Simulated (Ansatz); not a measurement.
The system is PbSe.

```
CELL_PARAMETERS angstrom
3.78432 0.00000 0.00000
0.00000 3.78432 0.00000
0.00000 0.00000 3.78432
ATOMIC_POSITIONS crystal
Pb 0.00000 0.00000 0.00000
Se 0.50000 0.50000 0.50000
```

Measurements of this composition are mostly on another form, of space group No. 225.

Base run:

* Program: Ansatz 0.2.0
* Functional: HSE06 form with a typed share of exact exchange
* Potentials or basis: Ansatz PAW
* Cutoff: 420 eV (not typed: the program's choice for these potentials)
* k mesh: 4 × 4 × 4
* Occupations: fermi-dirac, width 0.05 eV
* Spin: no spin polarisation

Its results: band gap on the k mesh 0.26 eV, indirect (least direct gap 1.30 eV); pressure -1.7 GPa.

Problem. The run is repeated on the same cell with these changes: share of exact exchange from 0.5 to 0.4. What comes out?

Solution. Band gap on the k mesh none (metal or under the smearing width); pressure -1.6 GPa.

Caveats: some runs use coarse meshes; the PAW data sets come from PBE, with cores solved anew for the run's functional, which leaves a small shift of forces and pressure; the thresholds are loose for stress; spin-orbit coupling is left out, which as a rule narrows the gap of such compounds by several tenths of an eV (some runs).

A k mesh can miss the band edges.
